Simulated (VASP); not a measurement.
A run of VASP 6.6.1:

The input POSCAR:

```
Bi
1.0
    3.6583430000      0.0000000000      0.0000000000
   -1.8291710000      3.1682240000      0.0000000000
    0.0000000000      0.0000000000      5.6993400000
Bi
2
Direct
    0.3333300000      0.6666700000      0.2500000000
    0.6666600000      0.3333300000      0.7500000000
```

INCAR.step1

```
SYSTEM = Bi
PREC = Accurate
ENCUT = 520
ISMEAR = -1
SIGMA = 0.1
LREAL = .False.
LASPH = .True.
NELM = 80
NBANDS = 22
GGA = PE
ALGO = Normal
EDIFF = 1E-4
LWAVE = .True.
LCHARG = .False.
```

INCAR.step2

```
SYSTEM = Bi
PREC = Accurate
ENCUT = 520
EDIFF = 1E-6
ISMEAR = -1
SIGMA = 0.1
LREAL = .False.
LASPH = .True.
NELM = 80
ALGO = Normal
ISIF = 2
LWAVE = .False.
LCHARG = .True.
METAGGA = R2SCAN
LMIXTAU = .True.
LELF = .True.
LVHAR = .True.
NBANDS = 22
ISTART = 1
```

The input KPOINTS:

```
regular mesh
0
Gamma
  6 6 3
  0 0 0
```

Potentials or basis: VASP PAW PBE potentials, release 64 (Bi_d).

Run with:

```bash
$ cat potpaw_PBE.64/Bi_d/POTCAR > POTCAR
$ cp INCAR.step1 INCAR
$ mpirun -np 1 vasp_std > vasp.out
$ cp INCAR.step2 INCAR
$ mpirun -np 1 vasp_std > vasp.out
```

Hardware: 1 thread of Intel(R) Xeon(R) Platinum 8559C (Emerald Rapids), on a shared host.

Problem. How long does it take, and how much memory?

Solution. Run time: 82 s on 1 thread of Intel(R) Xeon(R) Platinum 8559C (Emerald Rapids), with other jobs on the host, peak memory 0.19 GiB. Counts: scf iterations 11, k points 26.
